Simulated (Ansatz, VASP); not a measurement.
## One calculation of As, two programs

File INCAR:

```
SYSTEM = As
AGGAC = 1.0 ; AGGAX = 1.0
ALDAC = 0.0 ; ALDAX = 1.0
ALGO = Normal ; EDIFF = 1E-6
ENCUT = 520 ; GGA = B5
ISIF = 2 ; ISMEAR = -1
LASPH = .TRUE. ; LCHARG = .FALSE.
LREAL = .FALSE. ; LWAVE = .FALSE.
NBANDS = 8 ; NELM = 60
PREC = Accurate ; SIGMA = 0.1
```

KPOINTS

```
k-points
0
G
  14 14 14
  0 0 0
```

The input POSCAR:

```
As
1.0
    0.0000000000      2.2624021540      2.2624021540
    2.2624021540      0.0000000000      2.2624021540
    2.2624021540      2.2624021540      0.0000000000
As
1
Direct
    0.0000000000      0.0000000000      0.0000000000
```

Input for Ansatz:

```yaml
crystal:
  lattice:
    - [0.0, 2.262402154, 2.262402154]
    - [2.262402154, 0.0, 2.262402154]
    - [2.262402154, 2.262402154, 0.0]
  atoms:
    - { symbol: As, position: [0.0, 0.0, 0.0] }
hamiltonian:
  xc: blyp
  pseudopotentials:
    kind: paw
    azcp:
      As: "pseudopotentials/As.paw.azcp"
basis:
  ecutwfc: 420
  fft_grid_basis: typed
kpoints:
  mp_grid: { grid: [14, 14, 14], shift: [0, 0, 0] }
magnetization:
  spin_polarized: false
scf:
  occupations: { method: fermi_dirac, width: 0.1 }
  lower_state_search: "off"
output:
  stress: true
```

Alike in both runs: task single point; functional BLYP; k mesh 14 × 14 × 14; occupations fermi-dirac, width 0.1 eV; no spin polarisation.

|  | VASP | Ansatz |
| --- | --- | --- |
| version | VASP 6.6.1 | Ansatz 0.2.0 |
| potentials or method | VASP PAW PBE potentials, release 64 (As) | plane waves (420 eV) with PAW, scalar-relativistic |
| plane-wave cutoff (eV) | 520 | 420 |
| valence electrons in the cell | 5 | 15 |

```tsv
	VASP	Ansatz	Ansatz less VASP
pressure (GPa)	-3.8	-3.9	-0.12
```

The two sets of potentials don't hold the same shells in valence.

Caveats: the PAW data sets were made with another functional, which shifts forces and pressure a little (VASP).
